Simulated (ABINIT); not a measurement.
ZrS2:

```xyz
3
Lattice="3.6914 0.0000 0.0000 -1.8457 3.1968 0.0000 0.0000 0.0000 6.0411" Properties=species:S:1:pos:R:3 pbc="T T T"
Zr    0.0000    0.0000    0.0000
S     0.0000    2.1312    1.4372
S     1.8457    1.0656    4.6038
```

The cell is a database's computed one.

Base run:

| Property | Result |
| --- | --- |
| Program | ABINIT 10.8.3 (patched build) |
| Functional | WC |
| Potentials or basis | JTH PAW PBE v2.0 |
| Cutoff | 544 eV |
| k mesh | 8 × 8 × 5 |
| Occupations | fermi-dirac, width 0.05 eV |
| Spin | no spin polarisation |

Its results: band gap on the k mesh 0.99 eV, indirect (least direct gap 1.59 eV); pressure -2.4 GPa; largest force 0.143 eV/Å.

Question: After a change of settings the same cell gave: band gap on the k mesh 1.05 eV, indirect (least direct gap 1.64 eV); pressure 0.3 GPa; largest force 0.032 eV/Å. Which change was it?
A. functional from WC to rPW86PBE
B. functional from WC to PBE
C. functional from WC to PBE; k mesh from 8 × 8 × 5 to 3 × 3 × 2

Answer: B.

PBE binds less tightly than WC, so the same cell stands under more pressure.

Caveats: this functional lacks dispersion, which binds the layers, so the pressure and a relaxed spacing across them are unreliable; the PAW data sets were made with another functional, which shifts forces and pressure a little (some runs).
